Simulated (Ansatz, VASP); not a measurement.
# One calculation of V, two programs

INCAR

```
PREC     = Accurate       # precision mode
ENCUT    = 600            # plane-wave cutoff, eV
EDIFF    = 1E-7           # SCF threshold, eV
ISMEAR   = -1             # smearing method
SIGMA    = 0.05           # smearing width, eV
LREAL    = F              # projectors in reciprocal space
LASPH    = T              # aspherical terms in the spheres
NELM     = 150            # most SCF steps
ALGO     = Normal         # electronic algorithm
ISIF     = 3              # what is computed and relaxed
LWAVE    = F              # write WAVECAR
LCHARG   = F              # write CHGCAR
ISPIN    = 2              # spin polarisation
MAGMOM   = 2              # initial moments
LORBIT   = 11             # projections on sites
LMAXMIX  = 4              # l up to which the mixer works
GGA      = B5             # functional
ALDAX    = 1.0          
AGGAX    = 1.0          
AGGAC    = 1.0          
ALDAC    = 0.0          
IBRION   = 2              # ionic algorithm
NSW      = 80             # ionic steps
EDIFFG   = -0.02          # ionic threshold
```

File KPOINTS:

```
regular mesh
0
Gamma
  12 12 12
```

The input POSCAR:

```
V
1.0
   -1.5143500000      1.5143500000      1.5143500000
    1.5143500000     -1.5143500000      1.5143500000
    1.5143500000      1.5143500000     -1.5143500000
V
1
Direct
    0.0000000000      0.0000000000      0.0000000000
```

Contents of input.yaml:

```yaml
crystal:
  lattice:
    - [-1.51435, 1.51435, 1.51435]
    - [1.51435, -1.51435, 1.51435]
    - [1.51435, 1.51435, -1.51435]
  atoms:
    - { symbol: V, position: [0.0, 0.0, 0.0], spin: 2.0 }
kpoints:
  mp_grid: { grid: [12, 12, 12] }
scf:
  occupations: { method: fermi_dirac, width: 0.05 }
hamiltonian:
  xc: blyp
  pseudopotentials: { kind: all_electron, lapw: { basis_error: 0.001 } }
magnetization:
  spin_polarized: true
output:
  forces: true
  stress: true
relax:
  f_tol: 0.02
  max_steps: 60
  cell: {}
```

Alike in both runs: task relaxation of cell and atoms; functional BLYP; k mesh 12 × 12 × 12; occupations fermi-dirac, width 0.05 eV; collinear spin.

```csv
,VASP,Ansatz
version,VASP 6.6.1,Ansatz 0.2.0
potentials or method,"VASP PAW PBE potentials, release 64 (V_sv)","all-electron LAPW, scalar-relativistic"
plane-wave cutoff (eV),600,see its input
```

Ansatz gave:

```
net moment per atom (μB)                                     : 0.00
relaxed volume (Å³/atom)                                     : 13.84
relaxed cell length with the largest relative difference (Å) : 2.619
```

Problem. Which values does VASP return?

Solution. net moment per atom (μB): 0.00; relaxed volume (Å³/atom): 13.85; relaxed cell length with the largest relative difference (Å): 2.621.

Ansatz ran all-electron here, so the differences hold the error of VASP's frozen core and of both bases.

Caveats: the PAW data sets were made with another functional, which shifts forces and pressure a little (VASP); the starting moments weren't kept (Ansatz).
